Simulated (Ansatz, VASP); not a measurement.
# Cross-check of SrLa2Mn3O9 (La0.67Sr0.33MnO3, rhombohedral perovskite) between VASP and Ansatz, part 4 of 4

One calculation is typed for both programs; each brings its own data sets. How far apart do they land? The cell is invented: As first built, before any earlier steps moved the atoms (in the runner's words): 1x1x1 conventional cells of the LaMnO3 type (30 atoms: 18 O, 6 Mn, 2 Sr, 4 La); La/Sr share their sites, the best of 600 random draws by like-pair counts in two shells; start lattice of LaMnO3; atoms moved at random by 0.02 A. It may not be a known or stable phase. Of the first pair: The structure shown is the start of the Ansatz relaxation below; VASP solves that cell, so the two are compared at the walk's first step.

VASP 6.6.1 and Ansatz 0.2.0.

So far. Step 3 (VASP: single point, PBEsol, DFT+U, start cell, pair 1): The run ends at a pressure of 3.60 GPa, with forces up to 0.14 eV/Å.

## 6. VASP: single point, PBEsol, DFT+U, relaxed cell, pair 2

Level of this step: PBEsol, DFT+U (Mn d 4 eV), spin-polarised from a ferromagnetic start; plane waves and PAW (O, Mn_pv, Sr_sv, La); invented cell (VASP).

The same cell, functional, mesh and smearing now go to VASP, with its own data sets.

INCAR

```
SYSTEM = SrLa2Mn3O9
PREC = Accurate
ENCUT = 600
EDIFF = 1E-06
NELM = 200
ISMEAR = -1
SIGMA = 0.03
LREAL = .FALSE.
ALGO = Normal
GGA = PS
NBANDS = 148
ISPIN = 2
MAGMOM = -0.05 -0.05 -0.05 -0.04 -0.04 -0.04 -0.04 -0.04 -0.04 -0.05 -0.05 -0.05 -0.05 -0.05 -0.05 -0.05 -0.05 -0.05 3.21 3.25 3.36 3.25 3.21 3.33 0.01 0.01 0.01 0.01 0.01 0.01
LDAU = .TRUE.
LDAUTYPE = 2
LDAUL = -1 2 -1 -1
LDAUU = 0 4 0 0
LDAUJ = 0 0 0 0
LDAUPRINT = 1
LASPH = .TRUE.
LMAXMIX = 6
AMIX = 0.2
BMIX = 1E-04
AMIX_MAG = 0.8
BMIX_MAG = 1E-04
LORBIT = 11
LWAVE = .FALSE.
LCHARG = .FALSE.
ISIF = 2
GGA_COMPAT = .FALSE.
KPAR = 4
```

POSCAR

```
SrLa2Mn3O9
1.0
    5.5071640000     -0.0004690000      0.0002810000
   -2.7539910000      4.7702130000      0.0001520000
    0.0006840000      0.0008260000     13.3139310000
O Mn Sr La
18 6 2 4
Direct
    0.5550200000      0.9975700000      0.2510800000
    0.0041200000      0.5581800000      0.2512600000
    0.4433800000      0.4467400000      0.2514800000
    0.1083700000      0.3261100000      0.0892200000
    0.6750400000      0.7818700000      0.0891000000
    0.2193400000      0.8928200000      0.0889400000
    0.2267500000      0.3415500000      0.5777100000
    0.6600800000      0.8857900000      0.5778300000
    0.1157900000      0.7748400000      0.5779900000
    0.7801000000      0.6700900000      0.4158500000
    0.3310000000      0.1094800000      0.4156700000
    0.8917500000      0.2209200000      0.4154500000
    0.8727700000      0.6619600000      0.9217400000
    0.3396600000      0.2113600000      0.9218300000
    0.7902600000      0.1288500000      0.9219600000
    0.4623500000      0.0057000000      0.7451900000
    0.9954600000      0.4563000000      0.7450900000
    0.5448700000      0.5388100000      0.7449700000
    0.0009000000      0.0004700000      0.9996100000
    0.3342200000      0.6672000000      0.1668700000
    0.6675600000      0.3338300000      0.3334600000
    0.0009100000      0.0004600000      0.5000600000
    0.3342300000      0.6671900000      0.6673200000
    0.6675600000      0.3338300000      0.8334600000
    0.3342400000      0.6672300000      0.9117700000
    0.0008800000      0.0004300000      0.7551600000
    0.3342300000      0.6670800000      0.4193100000
    0.0008900000      0.0005800000      0.2476100000
    0.6675900000      0.3337900000      0.0756300000
    0.6675400000      0.3338700000      0.5913000000
```

KPOINTS

```
Automatic mesh
0
Gamma
4 4 1
0 0 0
```

PAW data sets: O, Mn_pv, Sr_sv and La (PBE family, release 64).

Started as:

```bash
$ mpirun -np 4 vasp_std
```

Numbers of over 12 decimals in the logs are rounded to 6 here.

What it wrote:

```text
[banner, memory and clock lines left out]
running    4 mpi-ranks, on    1 nodes
[...]
[... a notice as in an earlier step ...]

 [... a notice as in an earlier step ...]

 LDA part: xc-table for (Slater+PW92), standard interpolation
|                                                                             |
|           W    W    AA    RRRRR   N    N  II  N    N   GGGG   !!!           |
|           W    W   A  A   R    R  NN   N  II  NN   N  G    G  !!!           |
|           W    W  A    A  R    R  N N  N  II  N N  N  G       !!!           |
|           W WW W  AAAAAA  RRRRR   N  N N  II  N  N N  G  GGG   !            |
|           WW  WW  A    A  R   R   N   NN  II  N   NN  G    G                |
|           W    W  A    A  R    R  N    N  II  N    N   GGGG   !!!           |
|                                                                             |
|     Your reciprocal lattice and k-lattice belong to different lattice       |
|     classes:                                                                |
|                                                                             |
|        The reciprocal lattice is base-centered monoclinic,                  |
|        whereas your k-lattice is triclinic.                                 |
|                                                                             |
|     Results are often still useful ...                                      |
|                                                                             |

 POSCAR, INCAR and KPOINTS ok, starting setup
[...]
entering main loop
       N       E                     dE             d eps       ncg     rms          rms(c)
DAV:   1     0.435726018497E+04    0.43573E+04   -0.11827E+05  7480   0.284E+03
DAV:   2     0.119728510243E+04   -0.31600E+04   -0.29839E+04  6576   0.798E+02
DAV:   3     0.150714279670E+03   -0.10466E+04   -0.96941E+03  6880   0.340E+02
DAV:   4    -0.208686334158E+03   -0.35940E+03   -0.34111E+03  9276   0.159E+02
[...]
DAV:  24    -0.241280561445E+03   -0.40668E-05   -0.15212E-04  9776   0.617E-02    0.441E-02
DAV:  25    -0.241280560729E+03    0.71609E-06   -0.28898E-05 10200   0.287E-02    0.233E-02
DAV:  26    -0.241280560019E+03    0.70988E-06   -0.49247E-06  6072   0.140E-02
   1 F= -.24128056E+03 E0= -.24127368E+03  d E =-.137511E-01  mag=    21.9996
```

From OUTCAR (step 6):

```text
  Total       -0.8468178     -0.8442268     -0.8056694     -0.0008341      0.0020461     -0.0014059
  in kB       -3.8792685     -3.8673991     -3.6907680     -0.0038208      0.0093734     -0.0064406
  external PRESSURE =      -3.8124785 kB  Pullay stress =       0.0000000 kB

 POSITION                                       TOTAL-FORCE (eV/Angst)
 -----------------------------------------------------------------------------------
      0.30946      4.75857      3.34317        -0.012082      0.004479     -0.000985
     -1.51436      2.66284      3.34534         0.002048     -0.013093     -0.001219
      1.21162      2.13104      3.34838         0.010656      0.007756     -0.001381
     -0.30123      1.55564      1.18795         0.015052      0.007760     -0.006692
      1.56435      3.72944      1.18658        -0.014088      0.009546     -0.006434
     -1.25082      4.25891      1.18434        -0.001114     -0.016844     -0.006048
      0.30852      1.62964      7.69171        -0.014682     -0.008120      0.006381
      1.19611      4.22557      7.69351         0.014752     -0.009359      0.006251
     -1.49583      3.69657      7.69547         0.000558      0.017242      0.005504
      2.45100      3.19645      5.53692         0.012250     -0.004677      0.000128
      1.52165      0.52243      5.53431        -0.001547      0.013286      0.000078
      4.30289      1.05376      5.53156        -0.011186     -0.007600      0.000216
      2.98409      3.15804     12.27233        -0.038354      0.004170     -0.004940
      1.28911      1.00883     12.27331         0.015826     -0.035897     -0.005015
[...]
-----------------------------------------------------------------------------------
    total drift:                               -0.000362     -0.000246      0.001644

  FREE ENERGIE OF THE ION-ELECTRON SYSTEM (eV)
  ---------------------------------------------------
  free  energy   TOTEN  =      -241.2805600192 eV

  energy  without entropy=     -241.2668089125  energy(sigma->0) =     -241.27368447

 magnetization (x)
# of ion       s       p       d       f       tot
--------------------------------------------------
    1        0.005  -0.049   0.000   0.000  -0.045
    2        0.005  -0.049   0.000   0.000  -0.045
    3        0.005  -0.049   0.000   0.000  -0.045
    4        0.004  -0.043   0.000   0.000  -0.039
    5        0.004  -0.043   0.000   0.000  -0.039
    6        0.004  -0.043   0.000   0.000  -0.039
    7        0.004  -0.043   0.000   0.000  -0.039
    8        0.004  -0.043   0.000   0.000  -0.039
    9        0.004  -0.043   0.000   0.000  -0.039
   10        0.005  -0.049   0.000   0.000  -0.045
   11        0.005  -0.049   0.000   0.000  -0.045
   12        0.005  -0.049   0.000   0.000  -0.045
   13        0.004  -0.051   0.000   0.000  -0.047
[...]
--------------------------------------------------
tot          0.204  -0.707  21.862   0.027  21.386

[... 1 part as in an earlier step ...]

[... 1 further part left out ...]
```

The run ends at a pressure of -0.38 GPa, with forces up to 0.040 eV/Å.

## 7. Comparison

What differs besides the data sets and the points named for the pairs above, as far as they apply: the data sets hold 262 valence electrons in Ansatz (on its default PAW (the set named soft_2) files) and 250 in VASP; the cutoff is 420 eV in Ansatz and 600 eV in VASP; site moments are counted in spheres of each program's own size. Total energies have different zeros and are not compared.

The two programs side by side:

| quantity | Ansatz | VASP | difference |
| --- | --- | --- | --- |
| pressure (GPa) | 0.01 | -0.38 | +0.39 |
| total moment (μB) | 22.00 | 22.00 | 0.00 |
| moment on Mn21 (μB) | 3.36 | 3.78 | -0.41 |
| moment on Mn24 (μB) | 3.33 | 3.73 | -0.40 |
| moment on Mn22 (μB) | 3.25 | 3.65 | -0.40 |
| moment on Mn20 (μB) | 3.25 | 3.65 | -0.40 |
| moment on Mn23 (μB) | 3.21 | 3.63 | -0.41 |
| moment on Mn19 (μB) | 3.21 | 3.63 | -0.41 |
| moment on O13 (μB) | -0.05 | -0.05 | -0.01 |
| moment on O14 (μB) | -0.05 | -0.05 | -0.01 |

At this near-relaxed geometry the largest component of a force difference is 39 meV/Å. VASP's last cycles still show a density residual of 2e-03, so its state may not be settled.

## 8. Summary of results

```json
{
 "r.m.s. force difference (single point, PBEsol, DFT+U, start cell, pair 1)": "10 meV/Å",
 "difference in total moment (single point, PBEsol, DFT+U, relaxed cell, pair 2)": "4.0e-4 μB",
 "r.m.s. force difference (single point, PBEsol, DFT+U, relaxed cell, pair 2)": "13 meV/Å"
}
```

What this shows: The r.m.s. force difference is 13 meV/Å (single point, PBEsol, DFT+U, relaxed cell, pair 2). The data sets hold unlike numbers of valence electrons (262 in Ansatz and 250 in VASP), so part of the differences comes from the potentials. By the marks of this series, far apart in the single point, PBEsol, DFT+U, relaxed cell, pair 2 pair: the r.m.s. force difference, 13 meV/Å. What causes the difference of the single point, PBEsol, DFT+U, relaxed cell, pair 2 pair stays open here. How closely two codes agree says nothing of how well the functional describes the real material.

[Lines on the potential files, build, host, timing and source positions are cut from VASP's logs without a mark.]

[Logs are printed without paths, hosts, clocks, repeated set-up lines and the standing remarks that a program may print on its own settings, such as how far it seeks lower states.]

[Hosts, paths, dates, database ids (printed as entryN), source tags and the programs' standing remarks are cut or masked in the printed files.]
